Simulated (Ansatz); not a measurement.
# Al2O3: ²⁷Al NMR of the central transition

Cell: a computed structure from the Materials Project (it need not be an observed phase), atoms as given.

Space group Pbcn (No. 60); a = 7.0899, b = 4.8469, c = 4.9854 Å.

| site | Wyckoff | site symmetry | x | y | z |
| --- | --- | --- | --- | --- | --- |
| Al | 8d | 1 | 0.3904 | 0.2522 | 0.0305 |
| O9 | 8d | 1 | 0.6540 | 0.1070 | 0.1020 |
| O17 | 4c | .2. | 0.0000 | 0.0494 | 0.2500 |

One atom of each set is listed.

Computed with Ansatz: DFT, PBE, plane waves and PAW, scalar-relativistic, 420 eV cutoff, Γ-centred 3×5×5 k-points, Fermi–Dirac smearing 0.02 eV.

²⁷Al has I = 5/2 and Q = 146.6 mb (Pyykkö 2018); at 28.2 T its Larmor frequency is ν₀ = 313.1 MHz. Only the quadrupole interaction is simulated: positions count from each site's isotropic chemical shift, and J coupling is left out, as are shift anisotropy and dipolar coupling, which fast spinning averages.

**Question.** Simulate the second-order pattern (fast magic-angle spinning, Gaussian broadening 0.05 kHz) of site Al (6 O at 1.87–2.03 Å).

**Answer.** The calculation gives C_Q = 4.56 MHz and η = 0.68, so ν_Q = 0.685 MHz and the centre of gravity lies at -1.47 ppm (-0.461 kHz).

```
offset (kHz)  height
      -1.125       0
      -1.074       4
      -1.023       9
      -0.973      10
      -0.922      18
      -0.871      25
      -0.820      27
      -0.769      29
      -0.718      32
      -0.668      36
      -0.617      54
      -0.566     100
      -0.515      85
      -0.464      81
      -0.413      92
      -0.363      77
      -0.312      60
      -0.261      52
      -0.210      46
      -0.159      42
      -0.108      39
      -0.058      35
      -0.007      13
       0.044       0
```
